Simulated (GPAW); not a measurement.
Crystal: ZnSe (Stilleite).

```
CELL_PARAMETERS angstrom
0.00000 2.83380 2.83380
2.83380 0.00000 2.83380
2.83380 2.83380 0.00000
ATOMIC_POSITIONS crystal
Se 0.75000 0.75000 0.75000
Zn 0.00000 0.00000 0.00000
```

```yaml
Program: GPAW 26.7.0
Task: relaxation of cell and atoms
Functional: PBEsol
Dispersion: D4
Potentials_or_basis: PAW data sets generated in the run's folder for this functional
Cutoff: 600 eV
Basis: pw
k_mesh: 8 × 8 × 8
Occupations: fermi-dirac, width 0.05 eV
Spin: no spin polarisation
```

At the start: pressure -2.4 GPa; volume 22.76 Å³/atom.

**Question.** Where does the relaxation end?

**Answer.** Over 3 steps the energy falls by 6.2 meV/atom and the volume is 21.89 Å³/atom (-3.8 %); space group F-43m (No. 216, to 0.05 Å).

Step by step:
```csv
step,energy change (eV),largest force (eV/Å),pressure (GPa),volume (Å³)
1,0.0000,0.0000,-2.36,45.51
2,-0.0043,0.0000,-1.94,45.19
3,-0.0125,0.0000,0.10,43.78
```

Final structure:
```cif
data_structure
_symmetry_space_group_name_H-M 'P 1'
_symmetry_Int_Tables_number 1
_cell_length_a 3.9562
_cell_length_b 3.9562
_cell_length_c 3.9562
_cell_angle_alpha 60.000
_cell_angle_beta 60.000
_cell_angle_gamma 60.000
_cell_volume 43.78
loop_
_atom_site_label
_atom_site_type_symbol
_atom_site_fract_x
_atom_site_fract_y
_atom_site_fract_z
_atom_site_occupancy
Se1 Se 0.75000 0.75000 0.75000 1
Zn1 Zn 0.00000 0.00000 0.00000 1
```

Caveat: later steps reuse the first step's grids.
